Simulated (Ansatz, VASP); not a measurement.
## SiC (Moissanite 3C): VASP and Ansatz over several settings

```xyz
2
Lattice="0.0000 2.1345 2.1345 2.1345 0.0000 2.1345 2.1345 2.1345 0.0000" Properties=species:S:1:pos:R:3 pbc="T T T"
Si    0.0000    0.0000    0.0000
C     3.2018    3.2018    3.2018
```

Change from the starting cell: volume scaled by 0.94.

Single points on this cell with VASP 6.6.1 and Ansatz 0.2.0. Each row is one pair of runs. Alike in all rows: spin: off; k mesh: 10 × 10 × 10; smearing: fermi-dirac, width 0.05 eV; VASP's potentials, cutoff: VASP PAW PBE potentials, release 64 (Si, C), 520 eV.

| level | Ansatz's potentials, cutoff | gap on the k mesh at the Fermi level (eV), VASP | gap on the k mesh at the Fermi level (eV), Ansatz | least direct gap on the mesh (eV), VASP | least direct gap on the mesh (eV), Ansatz | pressure (GPa), VASP | pressure (GPa), Ansatz |
| --- | --- | --- | --- | --- | --- | --- | --- |
| PBE | Ansatz PAW earlier set, 800 eV | 1.30 | 1.30 | 4.60 | 4.61 | 18.9 | 19.0 |
| PBE | PseudoDojo stringent (PBE files), 1116 eV | 1.30 | 1.30 | 4.60 | 4.62 | 18.9 | 18.9 |
| PBE | Ansatz NC, 1116 eV | 1.30 | 1.29 | 4.60 | 4.60 | 18.9 | 19.1 |
| PBE | Ansatz PAW, 420 eV | 1.30 | 1.30 | 4.60 | 4.61 | 18.9 | 19.0 |
| PBE | JTH PAW, 780 eV | 1.30 | 1.30 | 4.60 | 4.64 | 18.9 | 18.3 |

Gap on the k mesh at the fermi level (eV): the two programs differ by at most 0.008; least direct gap on the mesh (eV): the two programs differ by at most 0.035; pressure (GPa): the two programs differ by at most 0.61.
